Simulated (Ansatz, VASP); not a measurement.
## One calculation of HfC, two programs

```
CELL_PARAMETERS angstrom
0.00000 2.32567 2.32567
2.32567 0.00000 2.32567
2.32567 2.32567 0.00000
ATOMIC_POSITIONS crystal
Hf 0.50000 0.50000 0.50000
C 0.00000 0.00000 0.00000
```

Alike in both runs: functional PBE; k mesh 20 × 20 × 20; occupations gaussian, width 0.1 eV; no spin polarisation.

Ansatz relaxed the structure, and its values are those at the end. VASP's run is a single point on that final structure, the one shown.

```csv
,VASP,Ansatz
version,VASP 6.6.1,Ansatz 0.2.0
potentials or method,"VASP PAW PBE potentials, release 64 (Hf_pv, C)","scalar-relativistic, plane waves, PAW"
plane-wave cutoff (eV),520,420
valence electrons in the cell,14,30
```

```csv
,VASP,Ansatz,Ansatz less VASP
gap on the k mesh at the Fermi level (eV),none,none,-
pressure (GPa),-0.7,0.0,+0.65
```

A gap of «none» marks a metal or a gap that the smearing closes. The two sets of potentials don't hold the same shells in valence.

Spin-orbit coupling is left out, which matters for the levels of Hf.
